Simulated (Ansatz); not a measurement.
Ba:

```
Ba
1.0
     4.31161    0.00000    0.00000
    -2.15581    3.73397    0.00000
     0.00000    0.00000    3.91341
Ba
1
Direct
  0.00000 0.00000 0.00000
```

This isn't the form of Ba at room conditions, which is bcc.

```yaml
Program: Ansatz 0.2.0
Task: single point
Functional: PBE
Potentials_or_basis: Ansatz PAW
Cutoff: "420 eV (not typed: the program's choice for these potentials)"
k_mesh: 7 × 7 × 7
Occupations: fermi-dirac, width 0.05 eV
Spin: no spin polarisation
```

On this cell: pressure -0.2 GPa; band gap on the k mesh none (metal or under the smearing width).

The same run follows on a disturbed copy (cell strained at random at fixed volume):

```
CELL_PARAMETERS angstrom
4.22239 -0.05906 0.00604
-2.16235 3.80257 0.01168
0.00548 0.01541 3.95554
ATOMIC_POSITIONS crystal
Ba 0.00212 0.00475 0.99277
```

What does the disturbed cell give?

The energy (extrapolated to zero smearing) moves by +1.0 meV/atom; pressure -0.2 GPa; band gap on the k mesh none (metal or under the smearing width).

Stress tensor (GPa, compression positive):
```
 0.01  0.19  0.01
 0.19 -0.47  0.03
 0.01  0.03 -0.12
```
